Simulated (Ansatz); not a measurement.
# What LaN (model cell, started as CsCl type) distorts into

Wanted: the energy along a soft mode of LaN (model cell, started as CsCl type) and the structure at the end.

Method: DFT PBEsol, scalar-relativistic, plane waves, PAW, in Ansatz 0.2.0.

The structure was built from a prototype and need not be the compound's stable phase.

## 1. The starting structure

Symmetry: Pm-3m, No. 221, cubic system. The conventional cell has a = 3.124 Å, b = 3.124 Å, c = 3.124 Å, α = 90.00°, β = 90.00°, γ = 90.00°. Nearest to La lie 8 N at 2.71 Å. Nearest to N lie 8 La at 2.71 Å. Farther neighbours and most contacts between anions are not listed.

## 2. The dispersion

The cell comes from relaxations at this level that are not shown. Stability and thermal properties need the whole zone. Linear response on a 4×4×4 q mesh gives force constants as far as a supercell of that size would.

The input, input.yaml:

```yaml
crystal:
  lattice:
    - [3.1239275038, 0.0, 0.0]
    - [0.0, 3.1239275038, 0.0]
    - [0.0, 0.0, 3.1239275038]
  atoms:
    - { symbol: La, position: [0.0, 0.0, 0.0] }
    - { symbol: "N", position: [0.5, 0.5, 0.5] }
kpoints:
  mp_grid: { grid: [12, 12, 12] }
hamiltonian:
  xc: pbesol
scf:
  occupations: { method: methfessel_paxton, width: 0.15 }
output:
  eigenvalues: true
phonons:
  method: dfpt
  qmesh: [4, 4, 4]
  temperatures: { t_max: 1000, t_step: 50 }
  qpath:
    path:
      - [[0.0, 0.0, 0.0], [0.0, 0.5, 0.0], [0.5, 0.5, 0.0], [0.0, 0.0, 0.0], [0.5, 0.5, 0.5], [0.0, 0.5, 0.0]]
      - [[0.5, 0.5, 0.5], [0.5, 0.5, 0.0]]
    npoints: 10
```

Command:

```sh
> ansatz run input.yaml --threads 4 --pin off --max-ram 7168MiB --backend cpu --events-out ev --progress --plain --runs-dir out
```

Numbers of over 12 decimals in the logs are rounded to 6 here.

What it wrote:

```text
Engine: ansatz 0.2.0, aarch64-unknown-linux-gnu
Pseudopotentials: kind: paw
Pseudopotential: La, paw, valence charge 11, recommended cutoff 420 eV (normal), La.paw.azcp
Pseudopotential: N, paw, valence charge 5, recommended cutoff 420 eV (normal), N.paw.azcp
Functional definition: PBEsol
  exchange = pbesol_x
  correlation = pbesol_c
Crystal: 2 atoms, lattice volume = 30.486 Å³
Basis set: ecut = 420 eV, 619 PW (Γ), exchange–correlation on 48×48×48 points (8 copies of the dense FFT grid, shifted against one another)
Bands: 12, of which v1, the nominal top of the filled ones, is band 8 counted from 1 (7 counted from 0)
Symmetry: 48 space group operations
k-points: 84 of 1728
Non-local potential: La, projectors of the file, l = 0: 3, l = 1: 2, l = 2: 2, l = 3: 3
Non-local potential: N, projectors of the file, l = 0: 2, l = 1: 2, l = 2: 1
PAW form: soft (Blöchl's): semilocal exchange-correlation on the pseudo side does not see the compensation charge
PAW frozen core: La, regenerated for the run's functional, and the local potential with it (the file was generated under x = pbe(κ = 0.804, μ = 0.219515), c = pbe(β = 0.066725))
PAW frozen core: N, regenerated for the run's functional, and the local potential with it (the file was generated under x = pbe(κ = 0.804, μ = 0.219515), c = pbe(β = 0.066725))
PAW one-centre angular grid: La, 590 points (default); XC on 64 Gauss nodes
PAW one-centre angular grid: N, 110 points (default); XC on 64 Gauss nodes
Initial density: superposition of atomic densities (neutral atoms: chi_scale 0, normalization atom), corrected by the library's trained network
Initial wavefunctions: pseudopotential atomic-orbital guess
Functional: x = pbesol(κ = 0.804, μ = 0.123457), c = pbesol(β = 0.046)
SCF iter   1: F=—  HF=-6541.477024 eV  |F-HF|=—  |Δ(HF+E_count)|=         —  Δρ=1.12e-2  dr2=3.26e-2  ethr=1.77e-3  ⟨swp⟩=3.6  Hψ=4404  notcnv=0
preconditioner: auto → none  [metal: Δε(μ)=0.091 eV  Ē_g=11.782 eV  σ=0.150 eV  W_gap=0.46  n_scr=6 (ndim 8)  ℏωp=25.2 eV  f_vac=0.000  D(μ)=0.34/eV (n_scr^D=0)  sad-step TF]
SCF iter   2: F=—  HF=-6541.471891 eV  |F-HF|=—  |Δ(HF+E_count)|=   5.13e-3  S|Δr|=    0.00e0  Δρ=4.63e-3  dr2=4.78e-3  ethr=2.04e-4  ⟨swp⟩=1.0  Hψ=1691  notcnv=0
SCF iter   3: F=—  HF=-6541.471225 eV  |F-HF|=—  |Δ(HF+E_count)|=   6.66e-4  S|Δr|=    0.00e0  Δρ=1.03e-3  dr2=2.92e-4  ethr=2.99e-5  ⟨swp⟩=2.1  Hψ=1340  notcnv=0
SCF iter   4: F=—  HF=-6541.471186 eV  |F-HF|=—  |Δ(HF+E_count)|=   3.95e-5  S|Δr|=    0.00e0  Δρ=1.19e-4  dr2=2.85e-6  ethr=1.82e-6  ⟨swp⟩=2.0  Hψ=1582  notcnv=0
SCF iter   5: F=—  HF=-6541.471185 eV  |F-HF|=—  |Δ(HF+E_count)|=   5.32e-7  S|Δr|=    0.00e0  Δρ=1.74e-5  dr2=3.72e-8  ethr=1.78e-8  ⟨swp⟩=2.3  Hψ=1425  notcnv=0
SCF iter   6: F=—  HF=-6541.471185 eV  |F-HF|=—  |Δ(HF+E_count)|=   5.03e-7  S|Δr|=    0.00e0  Δρ=2.84e-6  dr2=1.48e-9  ethr=2.32e-10  ⟨swp⟩=2.4  Hψ=1654  notcnv=0
SCF iter   7: F=-6541.471185 eV  HF=-6541.471185 eV  |F-HF|=1.82e-12  |Δ(HF+E_count)|=  1.40e-10  S|Δr|=    0.00e0  Δρ=2.41e-7  dr2=4.75e-12  ethr=1.00e-12  ⟨swp⟩=5.5  Hψ=4885  notcnv=0
SCF 1 converged in 7 iterations: F = -6541.471185 eV  dr2 = 4.75e-12
  greatest PAW one-centre occupation: 0.971 electrons in one spin orbital (limit 2), on the La atom at site 0 (counted from 0), in its partial waves of l = 0
Initial density: read from a saved state, or passed on in memory by an earlier SCF of this step, an earlier step, the calling program or the single point that the run made first
iter 1 solved again at ethr=4.64e-8 eV; its pass at ethr=3.10e-3 eV (dr2=7.42e-6 eV) is discarded
SCF iter   1: F=—  HF=-6541.471185 eV  |F-HF|=—  |Δ(HF+E_count)|=         —  Δρ=2.83e-7  dr2=1.63e-11  ethr=4.64e-8  ⟨swp⟩=3.0  Hψ=7793  notcnv=0
eigensolver tolerance schedule: the retry pair's looser diagonalisation over-reported the residual by 455180.25 of it (diagonalisation noise at an unbounded share of the residual, at the tolerance the schedule requests for it); recorded, not acted on — ethr = c·dr2/N_el stays at c = 1.0e-1
preconditioner: auto → none  [insulator: Δε(μ)=0.136 eV  Ē_g=11.830 eV  σ=0.150 eV  W_gap=0.65  n_scr=6 (ndim 8)  ℏωp=25.2 eV  f_vac=0.000  D(μ)=0.27/eV (n_scr^D=0)  ε∞_Penn≈5.5]
SCF iter   2: F=—  HF=-6541.471185 eV  |F-HF|=—  |Δ(HF+E_count)|=   3.54e-7  S|Δr|=    0.00e0  Δρ=3.14e-7  dr2=1.08e-11  ethr=1.00e-12  ⟨swp⟩=3.0  Hψ=2355  notcnv=0
SCF iter   3: F=-6541.471185 eV  HF=-6541.471185 eV  |F-HF|=9.09e-13  |Δ(HF+E_count)|=  1.82e-12  S|Δr|=    0.00e0  Δρ=2.15e-7  dr2=4.05e-12  ethr=1.00e-12  ⟨swp⟩=2.0  Hψ=2000  notcnv=0
SCF 2 converged in 3 iterations: F = -6541.471185 eV  dr2 = 4.05e-12
phonons: the bands overlap, so this run is a metal and interpolates without the dipole-dipole term. If the crystal is really an insulator or semiconductor, its LO-TO splitting is missing
NSCF: frozen V_eff on 84 k-points
WARN: eigensolver did not converge in 2 slots of this pass, the one above among them; of largest residual over every band (k=22): 1 band(s) unlocked (lowest unlocked band 11, counted from 0; max residual 1.02e-3 eV among the unlocked bands, 1.02e-3 eV over every band); of lowest unlocked band (k=22): band 11
NSCF: frozen V_eff on 196 k-points
DFPT response loops at q = (0, 0, 0) (fractional): preconditioner auto → Kerker (q_TF=auto, 2.450 Å⁻¹) (partly filled bands, converged f_vac=0.000); β = 1.00, the filter's whole step (`scf.mixing.beta` (0.50) is not read by the response loops under this deck's `scf.mixing.preconditioner`; to damp them name `kerker` or `kerker_dos`, under which they read `scf.mixing.beta`, and type it under 1.00, their step now; both keys bind the ground state too); Broyden in place of MSR1
NSCF: frozen V_eff on 1176 k-points
DFPT response loops at q = (0, 0, 0.25) (fractional): mixed as the last ones told, above
NSCF: frozen V_eff on 686 k-points
DFPT response loops at q = (0, 0, -0.5) (fractional): mixed as the last ones told, above
NSCF: frozen V_eff on 2016 k-points
DFPT response loops at q = (0, 0.25, 0.25) (fractional): mixed as the last ones told, above
NSCF: frozen V_eff on 1176 k-points
DFPT response loops at q = (0, 0.25, -0.5) (fractional): mixed as the last ones told, above
NSCF: frozen V_eff on 686 k-points
DFPT response loops at q = (0, -0.5, -0.5) (fractional): mixed as the last ones told, above
NSCF: frozen V_eff on 1872 k-points
DFPT response loops at q = (0.25, 0.25, 0.25) (fractional): mixed as the last ones told, above
NSCF: frozen V_eff on 2016 k-points
DFPT response loops at q = (0.25, 0.25, -0.5) (fractional): mixed as the last ones told, above
NSCF: frozen V_eff on 1176 k-points
DFPT response loops at q = (0.25, -0.5, -0.5) (fractional): mixed as the last ones told, above
NSCF: frozen V_eff on 392 k-points
DFPT response loops at q = (-0.5, -0.5, -0.5) (fractional): mixed as the last ones told, above
SCF converged after 7 iterations
Stability not checked: this state was not tested for a lower state beside it, because cold or Methfessel-Paxton smearing, or corrected tetrahedra, fill the levels in a way that the test cannot read (fill_not_monotonic; see scf.lower_state_search)
Free energy (F): -6541.471185 eV
Harris-Foulkes:  -6541.471185 eV  (|F-HF|=1.82e-12)
Internal energy: -6541.472608 eV  (E = F + TS)
E sigma→0 (E₀):  -6541.471540 eV
Entropy (-TS):   0.001424 eV (0.712 meV/atom)
Fermi energy:    14.921077 eV
--- Per-component energies (eV) ---
  E_band       = 50.975435
  E_kinetic    = 323.447248
  E_local      = -293.873243  (includes V_loc(G=0)·N_el)
  E_nonlocal   = 145.008430
  E_hartree    = 93.558114
  E_xc         = -199.423980
  E_vxc        = -225.376360  (∫ρ·V_xc dr)
  E_paw        = -5452.353808  (= ΣΔE_a)
  E_vpaw       = -85.346963  (= ΣTr[D̂ρ^β])
  E_aug_tail   = 0.000086  (compensation charges beyond the density's cutoff)
  E_ewald      = -1158.033062
  E_core_change = 0.197608  (= ΣΔE_core)
  E_smearing   = 0.001424  (= −TS)
  E_closure    = 0.000000  (closes the sum)
  Σ components = -6541.471185   (vs F -6541.471185, Δ=0.00e0)
--- Band table (eV; the first three rows and the last of 84) ---
  k-point 0: bands = [... 4 lower, 2.5509, 14.2705, 14.2705, 15.1919, 15.1919, 15.1919, 18.2660, 18.2660]
  k-point 1: bands = [... 4 lower, 2.8653, 14.3280, 14.3415, 15.1119, 15.1119, 15.1761, 18.2300, 18.2748]
  k-point 2: bands = [... 4 lower, 3.4030, 13.8504, 14.4947, 14.8840, 14.8840, 15.8660, 18.1218, 18.3019]
  k-point 83: bands = [... 4 lower, 3.5976, 10.4495, 10.4495, 10.4495, 18.4435, 18.4435, 18.4435, 18.9011]
--- Phonons (Γ-DFPT): 2 representative perturbations + reference (Σ response iterations 6) ---
  ASR residual: 3.470e-4 → 0.000e0 eV/Å²; symmetrization residual: 1.331e-7 eV/Å²
  ASR residual per site (eV/Å²): 3.47e-4 3.62e-5
  Γ frequencies (cm⁻¹): -287.42 -287.42 -287.42 0.00 0.00 0.00
--- Phonons (arbitrary-q DFPT): 10 irreducible q on the 4×4×4 mesh ---
  q = [0.0000, 0.0000, 0.0000] (star 1, of the zone-centre solve; hermiticity 6.89e-8, symmetrization 8.72e-13): -287.42 -287.42 -287.42 -0.00 -0.00 0.00
  q = [0.0000, 0.0000, 0.2500] (star 6, 4 solved perturbations in 1848 linear systems a pass and spin channel, the states on 588 of 1728 k-point pairs; hermiticity 4.21e-8, symmetrization 1.85e-13): -136.86 -136.86 42.68 42.68 130.88 403.73
  q = [0.0000, 0.0000, -0.5000] (star 3, 4 solved perturbations in 1078 linear systems a pass and spin channel, the states on 343 of 1728 k-point pairs; hermiticity 3.49e-14, symmetrization 5.13e-14): -105.11 -105.11 161.51 163.82 163.82 494.83
  q = [0.0000, 0.2500, 0.2500] (star 12, 4 solved perturbations in 3108 linear systems a pass and spin channel, the states on 1008 of 1728 k-point pairs; hermiticity 7.81e-8, symmetrization 6.46e-14): -116.73 22.73 92.86 109.48 270.23 413.46
  q = [0.0000, 0.2500, -0.5000] (star 12, 6 solved perturbations on 588 of 1728 k-point pairs; hermiticity 4.90e-8, symmetrization 6.95e-15): -118.39 73.76 94.62 148.16 304.56 441.68
  q = [0.0000, -0.5000, -0.5000] (star 3, 4 solved perturbations in 1078 linear systems a pass and spin channel, the states on 343 of 1728 k-point pairs; hermiticity 9.01e-9, symmetrization 1.92e-14): -126.01 -95.39 132.91 132.91 371.56 371.56
  q = [0.2500, 0.2500, 0.2500] (star 8, 2 solved perturbations on 936 of 1728 k-point pairs; hermiticity 9.71e-8, symmetrization 1.34e-13): 74.56 81.21 81.21 293.23 293.23 380.62
  q = [0.2500, 0.2500, -0.5000] (star 12, 4 solved perturbations in 3108 linear systems a pass and spin channel, the states on 1008 of 1728 k-point pairs; hermiticity 2.61e-8, symmetrization 1.37e-13): 27.53 69.71 132.10 276.91 320.80 410.98
  q = [0.2500, -0.5000, -0.5000] (star 6, 4 solved perturbations in 1848 linear systems a pass and spin channel, the states on 588 of 1728 k-point pairs; hermiticity 2.45e-8, symmetrization 1.08e-13): 29.01 117.24 117.24 291.77 378.76 378.76
  q = [-0.5000, -0.5000, -0.5000] (star 1, 2 solved perturbations on 196 of 1728 k-point pairs; hermiticity 1.90e-13, symmetrization 9.88e-13): 105.91 105.91 105.91 395.48 395.48 395.48
  sum rule: each row above includes the acoustic sum rule's correction from the zone centre's row sums; it moved no ω² by more than (0.84 cm⁻¹)²
  mesh force constants: q→R imaginary residual 4.88e-19; ASR residual 3.470e-4 → 0.000e0 eV/Å²; symmetrization residual 6.217e-15 eV/Å²
  interpolated dispersion: 62 rows × 6 modes
  density of states and harmonic sums: on the 20×20×20 q-mesh, interpolated from the force constants of a 4×4×4 supercell (no non-analytic term)
  largest difference from the sums on the solved wave vectors: F 1.10e-1 eV, S 1.39e-4 and C_V 3.91e-5 eV/K
  zero-point energy: 0.065076 eV/cell   skipped modes (ω ≤ 0): 361, of them read as no rigid motion or as one in doubt: 358 (1.181e0 modes/cell left out, lowest -287.42 cm⁻¹)   left out of the sums: 1.97e-1 of the cell's modes: C_V's classical limit lies that fraction below 3 k_B per atom; for a crystal, a wire or a layer, F and S can be off by more, and a phonons.interpolated_qmesh denser along its periods is the remedy for the sampling
```

Elapsed: 4.6 min, on 4 threads of Arm Neoverse N1, shared host; peak memory 1.4 GiB; 18 min of CPU time.

In the SCF lines HF is the Harris–Foulkes energy and dr2 the Hartree energy of the density residual, in eV; the loop may stop once dr2 is under the threshold and the program's other checks hold. Hψ counts applications of the Hamiltonian.

Numbers from this step:

```
volume per atom                                         : 15.24 Å³
gap on the k-mesh                                       : 0 eV
sum-rule residual before enforcement                    : 3.47e-4 eV/Å²
lowest frequency on the path                            : -287.4 cm⁻¹
point group                                             : m-3m
highest frequency on the path or at a solved wavevector : 494.8 cm⁻¹
highest optical mode at the zone centre (no LO-TO term) : -287.4 cm⁻¹
lowest optical zone-centre mode                         : -287.4 cm⁻¹
lowest mode on the q mesh (acoustic modes at Γ apart)   : -287.4 cm⁻¹
```

Frequencies (cm⁻¹) solved at each irreducible wavevector; negative means imaginary. Frequencies by wavevector, by row:

```
q in reciprocal lattice units  star  mode 1  mode 2  mode 3  mode 4  mode 5  mode 6
                        0 0 0     1  -287.4  -287.4  -287.4       0       0       0
                     0 0 0.25     6  -136.9  -136.9    42.7    42.7   130.9   403.7
                     0 0 -0.5     3  -105.1  -105.1   161.5   163.8   163.8   494.8
                  0 0.25 0.25    12  -116.7    22.7    92.9   109.5   270.2   413.5
                  0 0.25 -0.5    12  -118.4    73.8    94.6   148.2   304.6   441.7
                  0 -0.5 -0.5     3    -126   -95.4   132.9   132.9   371.6   371.6
               0.25 0.25 0.25     8    74.6    81.2    81.2   293.2   293.2   380.6
               0.25 0.25 -0.5    12    27.5    69.7   132.1   276.9   320.8     411
               0.25 -0.5 -0.5     6      29   117.2   117.2   291.8   378.8   378.8
               -0.5 -0.5 -0.5     1   105.9   105.9   105.9   395.5   395.5   395.5
```

Interpolated from a 4×4×4 q mesh. The phonon branches at the labelled points (cm⁻¹):

```
    point  branch 1  branch 2  branch 3  branch 4  branch 5  branch 6
        Γ      -287      -287      -287         0         0         0
  halfway      -137      -137        43        43       131       404
        X      -105      -105       162       164       164       495
  halfway      -118        74        95       148       305       442
        M      -126       -95       133       133       372       372
  halfway      -117        23        93       110       270       414
        Γ      -287      -287      -287         0         0         0
  halfway        75        81        81       293       293       381
        R       106       106       106       396       396       396
  halfway        28        70       132       277       321       411
        X      -105      -105       162       164       164       495
jump to R       106       106       106       396       396       396
  halfway        29       117       117       292       379       379
        M      -126       -95       133       133       372       372
```

The phonon branches as a text plot (rows in cm⁻¹):

```
    479 |     *****                                    ***
    446 |    *     *                                 **
    413 |   *       **   *****                      *
    381 |             ***     *        **** ********      *******
    348 |            **  *               ***      **       *
    316 |           *     ***        **            **       *
    283 |          *         * *        *           **       *
    250 |         *                    *             **
    218 |  *                  *                       **
    185 |        *                                     **     *
    153 |    **********        *    ***              *****
    120 |   * *    * *********  *           *********     *******
     87 | *  *      *        ** *   *   ******   ***       *   *
     55 |* **       *      ** ** * * ***           **       *
     22 |          *      *  *   * *                **       *
    -10 |***                    *** *
    -43 |            *        **     **              **
    -76 |         *   * **     **                     **      * *
   -108 |    ********* * *****                         ***     **
   -141 |   *         ***     *
   -173 | *                    **   *
   -206 |
   -239 |  *                    ** *
   -271 |**                      ***
         Γ      X      M          Γ            R        X|R     M
```

Symmetry leaves 10 wavevectors to solve. The lowest mode among them, the acoustic zeros apart, lies at Γ and is imaginary, 287.4i cm⁻¹, so the energy falls along it.

## 3. The mode frozen in, largest atomic shift 0 Å

The mode followed lies at Γ with frequency 287.4i cm⁻¹ and is 3-fold degenerate, the softest among the wavevectors solved. At small amplitude the distorted cell has space group no. 160 by a symmetry search on the positions. The undistorted cell that holds it gives the zero of energy on the same k mesh.

input.yaml, the sections that differ from step 2:

```yaml
output:
  forces: true
  stress: true
  eigenvalues: true
# crystal, kpoints, hamiltonian, scf: as in step 2
# phonons: removed
```

What it wrote:

```text
[...]
Crystal: 2 atoms, lattice volume = 30.486 Å³
Basis set: ecut = 420 eV, 619 PW (Γ), exchange–correlation on 48×48×48 points (8 copies of the dense FFT grid, shifted against one another)
Bands: 12, of which v1, the nominal top of the filled ones, is band 8 counted from 1 (7 counted from 0)
Symmetry: 48 space group operations
[...]
k-points: 84 of 1728
[...]
--- Band table (eV; the first three rows and the last of 84) ---
  k-point 0: bands = [... 4 lower, 2.5509, 14.2705, 14.2705, 15.1918, 15.1918, 15.1918, 18.2660, 18.2660]
  k-point 1: bands = [... 4 lower, 2.8653, 14.3280, 14.3415, 15.1119, 15.1119, 15.1761, 18.2300, 18.2748]
  k-point 2: bands = [... 4 lower, 3.4030, 13.8504, 14.4947, 14.8840, 14.8840, 15.8660, 18.1218, 18.3019]
  k-point 83: bands = [... 4 lower, 3.5975, 10.4494, 10.4494, 10.4494, 18.4435, 18.4435, 18.4435, 18.9011]
[key lines of the parts left out:]
SCF converged after 6 iterations
Free energy (F): -6541.471185 eV
Fermi energy:    14.921066 eV
P = ⅓ Tr σ = 0.0057 GPa (0.057 kbar)
```

The job ended after 1.2 s (4 threads; peak memory 0.33 GiB; 3.6 s of CPU time).

This step gave:

```
pressure                         : 0.005674 GPa
energy from the undistorted cell : 0 meV/atom
```

The run ends at a pressure of 0.01 GPa.

(Continued in part 2 of 3.)

[Logs are printed without paths, hosts, clocks, repeated set-up lines and the standing remarks that a program may print on its own settings, such as how far it seeks lower states.]

[Hosts, paths, dates, database ids (printed as entryN), source tags and the programs' standing remarks are cut or masked in the printed files.]
